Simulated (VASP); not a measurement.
# Ru (P6_3/mmc) in VASP: a series of runs

The runs below take Ru through single point, with PBEsol.

Everything below comes from runs of VASP 6.6.1. Logs are shortened: lines on timing, memory, paths and dates and some standing lists are left out, and cuts for length are marked.

**1. The undisturbed crystal**

Symmetry: P6_3/mmc, No. 194, hexagonal system. The conventional cell has a = 2.706 Å, b = 2.706 Å, c = 4.282 Å, α = 90.00°, β = 90.00°, γ = 120.00°. Ru (site symmetry -6m2) has 12 Ru at 2.65 to 2.71 Å as nearest neighbours.

**2. Single point, PBEsol (grid = ENCUT=400 dk=0.35 cell=3x3x2 ISMEAR=1 SIGMA=0.02 LREAL=Auto EDIFF=1e-06)**

Contents of INCAR:

```
SYSTEM = Ru
PREC = Accurate
ENCUT = 400
EDIFF = 1E-6
ISMEAR = 1
SIGMA = 0.02
LREAL = Auto
LASPH = .TRUE.
NELM = 120
ALGO = Fast
ISIF = 2
LWAVE = .FALSE.
LCHARG = .FALSE.
GGA = PS
NBANDS = 280
```

Contents of KPOINTS:

```
regular mesh
0
G
  3 3 3
  0 0 0
```

Contents of POSCAR:

```
Ru
1.0
    8.1174000000      0.0000000000      0.0000000000
   -4.0587000000      7.0298746128      0.0000000000
    0.0000000000      0.0000000000      8.5638000000
Ru
35
Direct
    0.2222222222      0.1111111111      0.8750000000
    0.2222222222      0.4444444444      0.3750000000
    0.2222222222      0.4444444444      0.8750000000
    0.2222222222      0.7777777778      0.3750000000
    0.2222222222      0.7777777778      0.8750000000
    0.5555555556      0.1111111111      0.3750000000
    0.5555555556      0.1111111111      0.8750000000
    0.5555555556      0.4444444444      0.3750000000
    0.5555555556      0.4444444444      0.8750000000
    0.5555555556      0.7777777778      0.3750000000
    0.5555555556      0.7777777778      0.8750000000
    0.8888888889      0.1111111111      0.3750000000
    0.8888888889      0.1111111111      0.8750000000
    0.8888888889      0.4444444444      0.3750000000
    0.8888888889      0.4444444444      0.8750000000
    0.8888888889      0.7777777778      0.3750000000
    0.8888888889      0.7777777778      0.8750000000
    0.1111111111      0.2222222222      0.1250000000
    0.1111111111      0.2222222222      0.6250000000
    0.1111111111      0.5555555556      0.1250000000
    0.1111111111      0.5555555556      0.6250000000
    0.1111111111      0.8888888889      0.1250000000
    0.1111111111      0.8888888889      0.6250000000
    0.4444444444      0.2222222222      0.1250000000
    0.4444444444      0.2222222222      0.6250000000
    0.4444444444      0.5555555556      0.1250000000
    0.4444444444      0.5555555556      0.6250000000
    0.4444444444      0.8888888889      0.1250000000
    0.4444444444      0.8888888889      0.6250000000
    0.7777777778      0.2222222222      0.1250000000
    0.7777777778      0.2222222222      0.6250000000
    0.7777777778      0.5555555556      0.1250000000
    0.7777777778      0.5555555556      0.6250000000
    0.7777777778      0.8888888889      0.1250000000
    0.7777777778      0.8888888889      0.6250000000
```

Potentials or basis: VASP PAW PBE potentials, release 64 (Ru_pv).

The run is started by

```console
cat potpaw_PBE.64/Ru_pv/POTCAR > POTCAR
mpirun -np 1 vasp_std > vasp.out
```

OUTCAR:

```text
SYSTEM = Ru
   PREC = Accurate
   ENCUT = 400
   EDIFF = 1E-6
   ISMEAR = 1
   LREAL = Auto
   LASPH = .TRUE.
   NELM = 120
   ISIF = 2
   GGA = PS

 Found      6 irreducible k-points:

 Following reciprocal coordinates:
            Coordinates               Weight
  0.000000  0.000000  0.000000      1.000000
  0.333333  0.000000  0.000000      6.000000
  0.333333  0.333333  0.000000      2.000000
  0.000000  0.000000  0.333333      2.000000
  0.333333  0.000000  0.333333     12.000000
  0.333333  0.333333  0.333333      4.000000
   k-points           NKPTS =      6   k-points in BZ     NKDIM =      6   number of bands    NBANDS=    280
   number of dos      NEDOS =    301   number of ions     NIONS =     35
   total plane-waves  NPLWV = 163296
   dimension x,y,z NGX =    54 NGY =   54 NGZ =   56
   dimension x,y,z NGXF=   108 NGYF=  108 NGZF=  112
   ions per type =              35
   NGX,Y,Z   is equivalent  to a cutoff of  11.06, 11.06, 10.87 a.u.
   NGXF,Y,Z  is equivalent  to a cutoff of  22.12, 22.12, 21.74 a.u.
 SYSTEM =  Ru
   PREC   = accura    normal or accurate (medium, high low for compatibility)
   ISTART =      0    job   : 0-new  1-cont  2-samecut
   ICHARG =      2    charge: 1-file 2-atom 10-const
   ISPIN  =      1    spin polarized calculation?
   LNONCOLLINEAR =      F non collinear calculations
   LSORBIT =      F    spin-orbit coupling
   LASPH  =      T    aspherical Exc in radial PAW
   ENCUT  =  400.0 eV  29.40 Ry    5.42 a.u.  13.24 13.24 13.97*2*pi/ulx,y,z
   NELM   =    120;   NELMIN=  2; NELMDL= -5     # of ELM steps
   EDIFF  = 0.1E-05   stopping-criterion for ELM
   LREAL  =      T    real-space projection
   EDIFFG = 0.1E-04   stopping-criterion for IOM
   NSW    =      0    number of steps for IOM
   IBRION =     -1    ionic relax: 0-MD 1-quasi-New 2-CG
   NFREE  =      0    steps in history (QN), initial steepest desc. (CG)
   ISIF   =      2    stress and relaxation
   ISYM   =      2    0-nonsym 1-usesym 2-fastsym
   POTIM  = 0.5000    time-step for ionic-motion
   TEBEG  =    0.0;   TEEND  =   0.0 temperature during run
   PSTRESS=    0.0 pullay stress
   NELECT =     490.0000    total number of electrons
   NUPDOWN=      -1.0000    fix difference up-down
   EMIN   =  10.00;   EMAX   =-10.00  energy-range for DOS
   EFERMI =   0.00;   METHOD = LEGACY
   ISMEAR =     1;   SIGMA  =   0.02  broadening in eV -4-tet -1-fermi 0-gaus
   EFERMI_NEDOS =   21; number of points for ismear=-14 and -15
   IALGO  =     68    algorithm
   IMIX   =      4    mixing-type and parameters
     AMIX     =   0.40;   BMIX     =  1.00
     AMIX_MAG =   1.60;   BMIX_MAG =  1.00
  volume/ion in A,a.u.               =      13.96        94.22
  Fermi-wavevector in a.u.,A,eV,Ry     =   1.638563  3.096435 36.530134  2.684889
  Thomas-Fermi vector in A             =   2.729515
   LORBIT       =      0    0 simple, 1 ext, 2 COOP (PROOUT), +10 PAW based schemes
   GGA     = PS    functional components
   LHFCALC =     F    Hartree Fock is set to
   AEXX    =    0.0000 exact exchange contribution
   IVDW    =     0    specifies the selected vdW correction
   LEPSILON=     F    determine dielectric tensor
   LRPA    =     F    only Hartree local field effects (RPA)
 non-spin polarized calculation
 RMM-DIIS sequential band-by-band and
 Methfessel and Paxton  Order N= 1 SIGMA  =   0.02
  energy-cutoff  :      400.00
  volume of cell :      488.69
 maximum number of plane-waves:      8889
 NGX is ok and might be reduce to    54
   NGX = 27   NGY = 27   NGZ = 27

 number of electron     490.0000129 magnetization

 Free energy of the ion-electron system (eV)
  ---------------------------------------------------
  ext. energy  EPLUGINS =         0.00000000
  ---------------------------------------------------
  free energy    TOTEN  =      -352.77997467 eV

  energy without entropy =     -352.77831680  energy(sigma->0) =     -352.77942204

 E-fermi :  12.2221     XC(G=0): -14.0693

 val. band max:       12.2195836385   @ k =   0.3333   0.0000   0.0000
 cond. band min:      12.2278271128   @ k =   0.3333   0.0000   0.0000
 fundamental gap:      0.0082434743
 Fermi energy:        12.2221469150

 k-point     1 :       0.0000    0.0000    0.0000
  band No.  band energies     occupation
      1     -31.3660      2.00000
      2     -31.1681      2.00000
      3     -31.1558      2.00000
      4     -31.1540      2.00000
      5     -31.1540      2.00000
      6     -31.1524      2.00000
[... 249 lines left out ...]
    256      12.8656      0.00000
    257      12.8899      0.00000

 k-point     2 :       0.3333    0.0000    0.0000
  band No.  band energies     occupation
      1     -31.3286      2.00000
      2     -31.2730      2.00000
      3     -31.2709      2.00000
      4     -31.2149      2.00000
      5     -31.2118      2.00000
      6     -31.2114      2.00000
[... 249 lines left out ...]
    256      12.9708      0.00000
    257      12.9853      0.00000

 k-point     3 :       0.3333    0.3333    0.0000
  band No.  band energies     occupation
      1     -31.2814      2.00000
      2     -31.2799      2.00000
      3     -31.2695      2.00000
      4     -31.2651      2.00000
      5     -31.2627      2.00000
      6     -31.2514      2.00000
[... 249 lines left out ...]
    256      13.0914      0.00000
    257      13.0948      0.00000

 k-point     4 :       0.0000    0.0000    0.3333
  band No.  band energies     occupation
      1     -31.2996      2.00000
      2     -31.1955      2.00000
      3     -31.1872      2.00000
      4     -31.1872      2.00000
      5     -31.1705      2.00000
      6     -31.1705      2.00000
[... 249 lines left out ...]
    256      12.7139      0.00000
    257      12.7140      0.00000

 k-point     5 :       0.3333    0.0000    0.3333
  band No.  band energies     occupation
      1     -31.2913      2.00000
      2     -31.2685      2.00000
      3     -31.2382      2.00000
      4     -31.2262      2.00000
      5     -31.2243      2.00000
      6     -31.1934      2.00000
[... 249 lines left out ...]
    256      12.7654      0.00000
    257      12.8216      0.00000

 k-point     6 :       0.3333    0.3333    0.3333
  band No.  band energies     occupation
      1     -31.2848      2.00000
      2     -31.2799      2.00000
      3     -31.2718      2.00000
      4     -31.2334      2.00000
      5     -31.2320      2.00000
      6     -31.2240      2.00000
[... 249 lines left out ...]
    256      12.7923      0.00000
    257      12.8772      0.00000
 [bands above 257 left out]

------------------------ aborting loop because EDIFF is reached ----------------------------------------

  FORCE on cell =-STRESS in cart. coord.  units (eV):
  Direction    XX          YY          ZZ          XY          YZ          ZX
  --------------------------------------------------------------------------------------
  -------------------------------------------------------------------------------------
  Total      -29.5246254    -29.5246254    -28.9171185      0.0000000     -0.0000000      0.0000000
  in kB      -96.7974544    -96.7974544    -94.8057230      0.0000000     -0.0000000      0.0000000
  external PRESSURE =     -96.1335439 kB  Pullay stress =       0.0000000 kB

 VOLUME and BASIS-vectors are now :
 -----------------------------------------------------------------------------
  energy-cutoff  :      400.00
  volume of cell :      488.69
      direct lattice vectors                 reciprocal lattice vectors
     8.117400000  0.000000000  0.000000000     0.123192155  0.071125024  0.000000000
    -4.058700000  7.029874613  0.000000000     0.000000000  0.142250048  0.000000000
     0.000000000  0.000000000  8.563800000     0.000000000  0.000000000  0.116770592

 POSITION                                       TOTAL-FORCE (eV/Angst)
 -----------------------------------------------------------------------------------
      1.35290      0.78110      7.49333         0.000000      0.000000      0.000000
      0.00000      3.12439      3.21143        -0.173792      0.262837      0.000000
      0.00000      3.12439      7.49333        -0.025839     -0.034755      0.000000
     -1.35290      5.46768      3.21143         0.140727     -0.281927      0.000000
     -1.35290      5.46768      7.49333        -0.043019     -0.005000      0.000000
      4.05870      0.78110      3.21143         0.314520      0.019090      0.000000
[... 27 lines left out ...]
      2.70580      6.24878      1.07048         0.151849      0.087670     -0.039349
      2.70580      6.24878      5.35238         0.151849      0.087670      0.039349
 -----------------------------------------------------------------------------------
    total drift:                               -0.000005     -0.000003      0.000000

  FREE ENERGIE OF THE ION-ELECTRON SYSTEM (eV)
  ---------------------------------------------------
  free  energy   TOTEN  =      -352.7799746660 eV

  energy  without entropy=     -352.7783167968  energy(sigma->0) =     -352.77942204
```

Wall time 13 min (1 thread of Intel Xeon 6975P-C (Granite Rapids), shared host); peak memory 0.6 GiB.

The run converged, but some of its settings lie outside the range that counts as converged, so its numbers aren't taken as properties of the crystal.

What came out:

| Quantity | Value |
| --- | --- |
| Free energy | -352.7800 eV |
| Pressure | -9.6 GPa |
| Largest force | 0.367 eV/Å |
| Band gap on the k mesh | none (metal or under the smearing width) |

Caveat: the PAW data sets were made with another functional, which shifts forces and pressure a little.

**3. Single point, PBEsol (grid = ENCUT=460 dk=0.35 cell=3x3x2 ISMEAR=1 SIGMA=0.1 LREAL=Auto EDIFF=1e-06)**

INCAR, as its differences from that of step 2:

```diff
@@ -2,6 +2,6 @@
 PREC = Accurate
-ENCUT = 400
+ENCUT = 460
 EDIFF = 1E-6
 ISMEAR = 1
-SIGMA = 0.02
+SIGMA = 0.1
 LREAL = Auto
```

KPOINTS is that of step 2.

POSCAR is that of step 2.

Potentials or basis: VASP PAW PBE potentials, release 64 (Ru_pv).

The run is started by

```console
cat potpaw_PBE.64/Ru_pv/POTCAR > POTCAR
mpirun -np 1 vasp_std > vasp.out
```

OUTCAR:

```text
SYSTEM = Ru
   PREC = Accurate
   ENCUT = 460
   EDIFF = 1E-6
   ISMEAR = 1
   LREAL = Auto
   LASPH = .TRUE.
   NELM = 120
   ISIF = 2
   GGA = PS

 Found      6 irreducible k-points:

 Following reciprocal coordinates:
            Coordinates               Weight
  0.000000  0.000000  0.000000      1.000000
  0.333333  0.000000  0.000000      6.000000
  0.333333  0.333333  0.000000      2.000000
  0.000000  0.000000  0.333333      2.000000
  0.333333  0.000000  0.333333     12.000000
  0.333333  0.333333  0.333333      4.000000
   k-points           NKPTS =      6   k-points in BZ     NKDIM =      6   number of bands    NBANDS=    280
   number of dos      NEDOS =    301   number of ions     NIONS =     35
   total plane-waves  NPLWV = 216000
   dimension x,y,z NGX =    60 NGY =   60 NGZ =   60
   dimension x,y,z NGXF=   120 NGYF=  120 NGZF=  120
   ions per type =              35
   NGX,Y,Z   is equivalent  to a cutoff of  12.29, 12.29, 11.65 a.u.
   NGXF,Y,Z  is equivalent  to a cutoff of  24.58, 24.58, 23.30 a.u.
 SYSTEM =  Ru
   PREC   = accura    normal or accurate (medium, high low for compatibility)
   ISTART =      0    job   : 0-new  1-cont  2-samecut
   ICHARG =      2    charge: 1-file 2-atom 10-const
   ISPIN  =      1    spin polarized calculation?
   LNONCOLLINEAR =      F non collinear calculations
   LSORBIT =      F    spin-orbit coupling
   LASPH  =      T    aspherical Exc in radial PAW
   ENCUT  =  460.0 eV  33.81 Ry    5.81 a.u.  14.20 14.20 14.98*2*pi/ulx,y,z
   NELM   =    120;   NELMIN=  2; NELMDL= -5     # of ELM steps
   EDIFF  = 0.1E-05   stopping-criterion for ELM
   LREAL  =      T    real-space projection
   EDIFFG = 0.1E-04   stopping-criterion for IOM
   NSW    =      0    number of steps for IOM
   IBRION =     -1    ionic relax: 0-MD 1-quasi-New 2-CG
   NFREE  =      0    steps in history (QN), initial steepest desc. (CG)
   ISIF   =      2    stress and relaxation
   ISYM   =      2    0-nonsym 1-usesym 2-fastsym
   POTIM  = 0.5000    time-step for ionic-motion
   TEBEG  =    0.0;   TEEND  =   0.0 temperature during run
   PSTRESS=    0.0 pullay stress
   NELECT =     490.0000    total number of electrons
[... 16 lines left out ...]
   IVDW    =     0    specifies the selected vdW correction
   LEPSILON=     F    determine dielectric tensor
   LRPA    =     F    only Hartree local field effects (RPA)
 non-spin polarized calculation
 RMM-DIIS sequential band-by-band and
 Methfessel and Paxton  Order N= 1 SIGMA  =   0.10
  energy-cutoff  :      460.00
  volume of cell :      488.69
 maximum number of plane-waves:     10967
 NGX is ok and might be reduce to    60
   NGX = 29   NGY = 29   NGZ = 29

 number of electron     490.0000114 magnetization

 Free energy of the ion-electron system (eV)
  ---------------------------------------------------
  ext. energy  EPLUGINS =         0.00000000
  ---------------------------------------------------
  free energy    TOTEN  =      -352.80061180 eV

  energy without entropy =     -352.79695780  energy(sigma->0) =     -352.79939380

 E-fermi :  12.2143     XC(G=0): -14.0691

 val. band max:       12.2111546625   @ k =   0.3333   0.3333   0.3333
 cond. band min:      12.2180023269   @ k =   0.3333   0.0000   0.0000
 fundamental gap:      0.0068476644
 Fermi energy:        12.2143425122

 k-point     1 :       0.0000    0.0000    0.0000
  band No.  band energies     occupation
      1     -31.3667      2.00000
      2     -31.1660      2.00000
      3     -31.1583      2.00000
      4     -31.1583      2.00000
      5     -31.1557      2.00000
      6     -31.1527      2.00000
[... 1549 lines left out ...]
    256      12.7921     -0.00000
    257      12.8771     -0.00000
 [bands above 257 left out]

------------------------ aborting loop because EDIFF is reached ----------------------------------------

  FORCE on cell =-STRESS in cart. coord.  units (eV):
  Direction    XX          YY          ZZ          XY          YZ          ZX
  --------------------------------------------------------------------------------------
  -------------------------------------------------------------------------------------
  Total      -27.1198818    -27.1198818    -27.4370888      0.0000000      0.0000000      0.0000000
  in kB      -88.9134235    -88.9134235    -89.9533970      0.0000000      0.0000000      0.0000000
  external PRESSURE =     -89.2600813 kB  Pullay stress =       0.0000000 kB

 VOLUME and BASIS-vectors are now :
 -----------------------------------------------------------------------------
  energy-cutoff  :      460.00
  volume of cell :      488.69
      direct lattice vectors                 reciprocal lattice vectors
     8.117400000  0.000000000  0.000000000     0.123192155  0.071125024  0.000000000
    -4.058700000  7.029874613  0.000000000     0.000000000  0.142250048  0.000000000
     0.000000000  0.000000000  8.563800000     0.000000000  0.000000000  0.116770592

 POSITION                                       TOTAL-FORCE (eV/Angst)
 -----------------------------------------------------------------------------------
      1.35290      0.78110      7.49333         0.000000     -0.000000      0.000000
      0.00000      3.12439      3.21143        -0.153968      0.255450      0.000000
      0.00000      3.12439      7.49333        -0.018543     -0.058192      0.000000
     -1.35290      5.46768      3.21143         0.144242     -0.261065      0.000000
     -1.35290      5.46768      7.49333        -0.059667      0.013038      0.000000
      4.05870      0.78110      3.21143         0.298210      0.005615      0.000000
[... 27 lines left out ...]
      2.70580      6.24878      1.07048         0.146109      0.084356     -0.043003
      2.70580      6.24878      5.35238         0.146109      0.084356      0.043003
 -----------------------------------------------------------------------------------
    total drift:                               -0.000005     -0.000003      0.000000

  FREE ENERGIE OF THE ION-ELECTRON SYSTEM (eV)
  ---------------------------------------------------
  free  energy   TOTEN  =      -352.8006118016 eV

  energy  without entropy=     -352.7969578044  energy(sigma->0) =     -352.79939380
```

It took 14 min on 1 thread of Intel Xeon 6975P-C (Granite Rapids), shared host; peak memory 0.73 GiB.

These settings aren't checked as converged: the numbers below hold their error.

Results:

```
Free energy            : -352.8006 eV
Pressure               : -8.9 GPa
Largest force          : 0.373 eV/Å
Band gap on the k mesh : none (metal or under the smearing width)
```

Caveat: the PAW data sets were made with another functional, which shifts forces and pressure a little.

(Part 1 of 2 ends here.)
